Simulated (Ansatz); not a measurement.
# Co (bcc): energy against volume

Computed with DFT, RPBE, plane waves (420 eV) with PAW, scalar-relativistic (Ansatz 0.2.0). (PAW data from PBE, frozen cores regenerated.)

The cell is scaled uniformly from the relaxed one, with fractional coordinates and shape fixed. Energies are extrapolated to zero smearing, pressures are those at the given smearing. Magnetic state: spin not included. It is not the lowest magnetic state of this structure.

A Birch-Murnaghan fit gives V₀ = 10.80 Å³/atom, B₀ = 221 GPa, B₀′ = 4.8.

(1) What are the energy above the minimum and the pressure at 9.977 Å³/atom?

(2) What are the energy above the minimum and the pressure at 11.712 Å³/atom?

(3) What are the energy above the minimum and the pressure at 12.146 Å³/atom?

Results:

(1) 50.2 meV/atom and 22.08 GPa as computed.

(2) 45.5 meV/atom and -13.83 GPa as computed.

(3) 92.3 meV/atom and -18.66 GPa as computed.
